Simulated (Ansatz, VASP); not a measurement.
## Two plane-wave programs on ZnS (Wurtzite-2H)

```xyz
4
Lattice="3.7641 0.0000 0.0000 -1.8821 3.2598 0.0000 0.0000 0.0000 6.1861" Properties=species:S:1:pos:R:3 pbc="T T T"
Zn    0.0000    2.1732    0.0345
Zn    1.8821    1.0866    3.1275
S     0.0000    2.1732    2.3472
S     1.8821    1.0866    5.4402
```

Alike in both runs: functional PBE; k mesh 9 × 9 × 6; occupations gaussian, width 0.02 eV; no spin polarisation.

Ansatz relaxed the structure, and its values are those at the end. VASP's run is a single point on that final structure, the one shown.

|  | VASP | Ansatz |
| --- | --- | --- |
| version | VASP 6.6.1 | Ansatz 0.2.0 |
| potentials or method | VASP PAW PBE potentials, release 64 (Zn, S) | scalar-relativistic, plane waves, PAW |
| plane-wave cutoff (eV) | 520 | 420 |
| valence electrons in the cell | 36 | 36 |

```tsv
	VASP	Ansatz	Ansatz less VASP
gap on the k mesh at the Fermi level (eV)	2.36	2.35	-0.007
least direct gap on the mesh (eV)	2.36	2.35	-0.007
pressure (GPa)	5.1	4.9	-0.18
```

PBE gaps usually lie below the measured ones, often by a third to a half.
